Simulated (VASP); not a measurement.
Runs of VASP 6.6.1 on BN. Symmetry: Imm2, No. 44, orthorhombic system. Conventional cell: a = 2.556 Å, b = 2.575 Å, c = 3.615 Å, α = 90.00°, β = 90.00°, γ = 90.00°. B (site symmetry mm2) has 4 N at 1.57 Å as nearest neighbours. N (site symmetry mm2) has 4 B at 1.57 Å as nearest neighbours. The cell was built by a generator and isn't the measured one.

| task | level | cell | k mesh | cutoff (eV) | grid for exact exchange (PRECFOCK) | exchange at q = 0 | screening parameter | gap on the mesh (eV) | pressure (GPa) | largest force (eV/Å) |
| --- | --- | --- | --- | --- | --- | --- | --- | --- | --- | --- |
| band structure | PBE | Imm2, 5.95 Å³/atom | 9 × 7 × 9 | 520 | - | - | - | 4.38 | - | - |
| band structure | r2SCAN | Imm2, 5.95 Å³/atom | 9 × 7 × 9 | 520 | - | - | - | (b) | -3.5 | - |
| electrostatic potential | PBE | Imm2, 5.95 Å³/atom | 9 × 7 × 9 | 520 | - | - | - | 4.38 | 0.5 | 0.01 |
| band structure | PBE0 | Imm2, 5.95 Å³/atom | 7 × 5 × 7 | 520 | Normal | truncated | - | (a) | -8.4 | 0.01 |
| relaxation of cell and atoms | PBE | relaxed | 9 × 7 × 9 | 600 | - | - | - | 4.38 | 0.1 | - |
| band structure | HSE06 | Imm2, 5.95 Å³/atom | 8 × 6 × 8 | 520 | Normal | - | 0.2 1/A | 5.71 | -8.5 | 0.01 |

Alike in all rows: potentials or basis VASP PAW PBE potentials, release 64 (B, N); no spin polarisation; smearing gaussian 0.02 eV.

**Question.** Fill in the values left out.

**Answer.** (a) 6.46; (b) 4.89.

Caveats: the PAW data sets were made with another functional, which shifts forces and pressure a little (some runs); an odd mesh through Γ misses points on the zone boundary, where band edges often lie (some runs); the real-space grid breaks the cell's symmetry a little (some runs).
